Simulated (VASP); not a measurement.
A run of VASP 6.6.1 is set up as follows.

INCAR

```
PREC = Accurate
ENCUT = 500
EDIFF = 1E-7
ISMEAR = 1
SIGMA = 0.1
LREAL = False
LASPH = True
NELM = 60
ALGO = Fast
ISIF = 2
LWAVE = False
LCHARG = False
GGA = PE
IVDW = 263
LOPTICS = True
NBANDS = 63
NEDOS = 2000
CSHIFT = 0.1
```

Bi.cif

```cif
data_Bi
_cell_length_a 4.53500000
_cell_length_b 4.53500000
_cell_length_c 11.81400000
_cell_angle_alpha 90.00000000
_cell_angle_beta 90.00000000
_cell_angle_gamma 120.00000000
_space_group_name_H-M_alt 'R-3m'
_space_group_name_Hall '-R 3 2"'
_space_group_IT_number 166
loop_
_space_group_symop_operation_xyz
'x,y,z'
'-x,-y,-z'
'-y,x-y,z'
'y,-x+y,-z'
'-x+y,-x,z'
'x-y,x,-z'
'y,x,-z'
'-y,-x,z'
'x-y,-y,-z'
'-x+y,y,z'
'-x,-x+y,-z'
'x,x-y,z'
'x+2/3,y+1/3,z+1/3'
'-x+2/3,-y+1/3,-z+1/3'
'-y+2/3,x-y+1/3,z+1/3'
'y+2/3,-x+y+1/3,-z+1/3'
'-x+y+2/3,-x+1/3,z+1/3'
'x-y+2/3,x+1/3,-z+1/3'
'y+2/3,x+1/3,-z+1/3'
'-y+2/3,-x+1/3,z+1/3'
'x-y+2/3,-y+1/3,-z+1/3'
'-x+y+2/3,y+1/3,z+1/3'
'-x+2/3,-x+y+1/3,-z+1/3'
'x+2/3,x-y+1/3,z+1/3'
'x+1/3,y+2/3,z+2/3'
'-x+1/3,-y+2/3,-z+2/3'
'-y+1/3,x-y+2/3,z+2/3'
'y+1/3,-x+y+2/3,-z+2/3'
'-x+y+1/3,-x+2/3,z+2/3'
'x-y+1/3,x+2/3,-z+2/3'
'y+1/3,x+2/3,-z+2/3'
'-y+1/3,-x+2/3,z+2/3'
'x-y+1/3,-y+2/3,-z+2/3'
'-x+y+1/3,y+2/3,z+2/3'
'-x+1/3,-x+y+2/3,-z+2/3'
'x+1/3,x-y+2/3,z+2/3'
loop_
_atom_site_label
_atom_site_type_symbol
_atom_site_symmetry_multiplicity
_atom_site_Wyckoff_symbol
_atom_site_fract_x
_atom_site_fract_y
_atom_site_fract_z
_atom_site_occupancy
Bi1 Bi 6 c 0.0000000000 0.0000000000 0.7660000000 1
```

KPOINTS

```
regular mesh
0
Gamma
  7 7 3
```

The input POSCAR:

```
Bi
 1.0000000000000000
     4.5350000000000001    0.0000000000000000    0.0000000000000000
    -2.2674999999999992    3.9274252061624297    0.0000000000000000
     0.0000000000000000    0.0000000000000000   11.8140000000000001
 Bi 
   6
Cartesian
  0.0000000000000000  0.0000000000000000  9.0495239999999999
  0.0000000000000000  0.0000000000000000  2.7644759999999997
  2.2675000000000005  1.3091417353874766  1.1735239999999993
  2.2675000000000005  1.3091417353874766  6.7024759999999990
  0.0000000000000007  2.6182834707749532  5.1115239999999984
  0.0000000000000007  2.6182834707749532 10.6404759999999996
```

Potentials or basis: VASP PAW PBE potentials, release 64 (Bi).

Run with:

```sh
$ ase convert -i cif -o vasp Bi.cif POSCAR
$ cat potpaw_PBE.64/Bi/POTCAR > POTCAR
$ mpirun -np 1 vasp_std > vasp.out
```

Task: What does it give for the dispersion energy per atom?

Result: -0.266 eV.

Task: What does it give for the pressure?

Result: 1.0 GPa.

Task: Estimate the band gap on the k mesh.

Result: 0.41 eV.

Task: What does it give for the largest force?

Result: 0.211 eV/Å.

Stress tensor (GPa, compression positive):
```
1.03 0.00 0.00
0.00 1.03 0.00
0.00 0.00 0.80
```

Caveat: spin-orbit coupling is left out, which as a rule narrows the gap of such compounds by several tenths of an eV; an odd mesh through Γ misses points on the zone boundary, where band edges often lie.
